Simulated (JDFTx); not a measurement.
The system is TiTe2.

```
Te Ti
1.0
     3.77700    0.00000    0.00000
    -1.88850    3.27098    0.00000
     0.00000    0.00000    6.49800
Te Ti
2 1
Cartesian
  0.0000 2.1807 4.7903
  1.8885 1.0903 1.7077
  0.0000 0.0000 0.0000
```

- Program: JDFTx 1.7.0 (patched build)
- Task: relaxation of cell and atoms
- Functional: PBE
- Dispersion: D3(BJ)
- Potentials or basis: PseudoDojo-SR-PBE-0.4.1-standard (Te) + PseudoDojo-SR-PBE-0.5-standard (Ti) with smoothed tails
- Cutoff: 1143 eV
- Density cutoff: 9143 eV
- k mesh: 4 × 4 × 2
- Occupations: fermi-dirac, width 0.05 eV
- Spin: no spin polarisation

At the start: pressure -1.9 GPa; volume 26.76 Å³/atom.

Problem. How do energy, volume and symmetry change on relaxing?

Solution. Over 12 steps the energy falls by 8.2 meV/atom and the volume is 25.45 Å³/atom (-4.9 %); space group P-3m1 (No. 164, to 0.05 Å).

The path:
| step | energy change (eV) | largest force (eV/Å) | pressure (GPa) | volume (Å³) |
| --- | --- | --- | --- | --- |
| 1 | 0.0000 | 0.0147 | -1.86 | 80.28 |
| 2 | -0.0041 | 0.0472 | -1.59 | 79.91 |
| 3 | -0.0155 | 0.1268 | -0.64 | 78.45 |
| 4 | -0.0224 | 0.0500 | 0.42 | 76.12 |
| 5 | -0.0227 | 0.1339 | -0.28 | 76.24 |
| 6 | -0.0240 | 0.0246 | -0.03 | 76.40 |
| 7 | -0.0242 | 0.0072 | 0.02 | 76.46 |
| 8 | -0.0243 | 0.0047 | 0.00 | 76.46 |
| 9 | -0.0246 | 0.0186 | 0.01 | 76.44 |
| 10 | -0.0246 | 0.0101 | 0.03 | 76.35 |
| 11 | -0.0246 | 0.0073 | -0.03 | 76.35 |
| 12 | -0.0246 | 0.0004 | 0.00 | 76.34 |

Final structure:
```
CELL_PARAMETERS angstrom
3.72486 0.00000 0.00000
-1.86243 3.22583 0.00000
0.00000 0.00000 6.35372
ATOMIC_POSITIONS crystal
Te 0.33333 0.66667 0.73041
Te 0.66667 0.33333 0.26958
Ti 0.00000 0.00000 0.00000
```

Caveat: the k mesh is coarse (spacing up to 0.48 Å⁻¹), so the values aren't converged.
